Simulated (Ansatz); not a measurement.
Space group P-3m1 (No. 164). a = 3.577 Å, b = 3.577 Å, c = 6.483 Å, α = 90.00°, β = 90.00°, γ = 120.00°
```csv
atom,site,symmetry,x,y,z
Pt,1a,-3m.,0.0000,0.0000,0.0000
S,2d,3m.,0.3333,0.6667,0.1893
```

Equation of state of this PtS$_{2}$ structure (not necessarily the ground state), with shape and atoms relaxed at each volume where symmetry leaves them free. Method: DFT PBE, scalar-relativistic, plane waves, PAW in Ansatz 0.2.0.

Settings: cutoff 420 eV, Γ-centred mesh 12×12×4 on the computed 3-atom cell, Gaussian smearing of 0.02 eV; no spin polarisation.

```csv
V (Å³/atom),E − E(largest V) (meV/atom),P (GPa),gap on mesh (eV)
22.505,0.35,0.16,1.35
23.223,-0.14,0.07,1.44
23.941,-0.29,0.01,1.49
24.659,-0.19,-0.10,1.53
25.378,0.00,-0.11,1.57
```

Question: Fit a third-order Birch–Murnaghan equation to E(V).

Answer: V0 = 23.95 Å³/atom, B0 = 2 GPa, B0' = 18.2. B0' is unusual or poorly fixed by this range.

Spin-orbit coupling is left out, which matters for the bands of heavy elements. The cell holds layers, and where no dispersion correction was added their binding is poorly described.